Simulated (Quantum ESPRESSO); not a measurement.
A run of Quantum ESPRESSO 7.5 is set up as follows.

Contents of scf.in:

```
&CONTROL
  calculation = 'scf'
  prefix = 'pwscf'
  outdir = './tmp'
  pseudo_dir = './pseudo'
/
&SYSTEM
  ibrav = 0
  A = 3.35
  nat = 3
  ntyp = 2
  ecutwfc = 58
  nbnd = 19
  occupations = 'smearing'
  smearing = 'fd'
  degauss = 0.00367493
  force_symmorphic = .true.
/
&ELECTRONS
  conv_thr = 6d-10
  electron_maxstep = 120
  mixing_beta = 0.5
/
ATOMIC_SPECIES
Ta   180.9479 Ta.upf
S     32.0600 S.upf
CELL_PARAMETERS alat
   1.0000000000    0.0000000000    0.0000000000
  -0.5000000000    0.8660254038    0.0000000000
   0.0000000000    0.0000000000    1.7492537313
ATOMIC_POSITIONS alat
Ta     0.0000000000    0.0000000000    0.0000000000
S      0.5000000000    0.2886751346    1.3119402985
S      0.0000000000    0.5773502692    0.4373134328
K_POINTS automatic
12 12 6 0 0 0
```

The input nscf.in:

```
&CONTROL
  calculation = 'nscf'
  prefix = 'pwscf'
  outdir = './tmp'
  pseudo_dir = './pseudo'
/
&SYSTEM
  ibrav = 0
  A = 3.35
  nat = 3
  ntyp = 2
  ecutwfc = 58
  nbnd = 213
  occupations = 'smearing'
  smearing = 'fd'
  degauss = 0.00367493
  force_symmorphic = .true.
/
&ELECTRONS
  conv_thr = 1d-08
  diago_full_acc = .true.
  diago_thr_init = 1d-06
/
ATOMIC_SPECIES
Ta   180.9479 Ta.upf
S     32.0600 S.upf
CELL_PARAMETERS alat
   1.0000000000    0.0000000000    0.0000000000
  -0.5000000000    0.8660254038    0.0000000000
   0.0000000000    0.0000000000    1.7492537313
ATOMIC_POSITIONS alat
Ta     0.0000000000    0.0000000000    0.0000000000
S      0.5000000000    0.2886751346    1.3119402985
S      0.0000000000    0.5773502692    0.4373134328
K_POINTS automatic
3 3 2 0 0 0
```

Potentials or basis: PseudoDojo 0.4.1 SR PBEsol standard.

Command:

```sh
$ OMP_NUM_THREADS=1 pw.x -in scf.in > scf.out
$ OMP_NUM_THREADS=1 pw.x -in nscf.in > nscf.out
```

Task: What does it give for the band gap on the k mesh, mean-field level?

Result: None (metal or under the smearing width).

Caveat: the k mesh is coarse (spacing up to 0.72 Å⁻¹), so the values aren't converged. Spin-orbit coupling is left out, which matters for the levels of Ta.
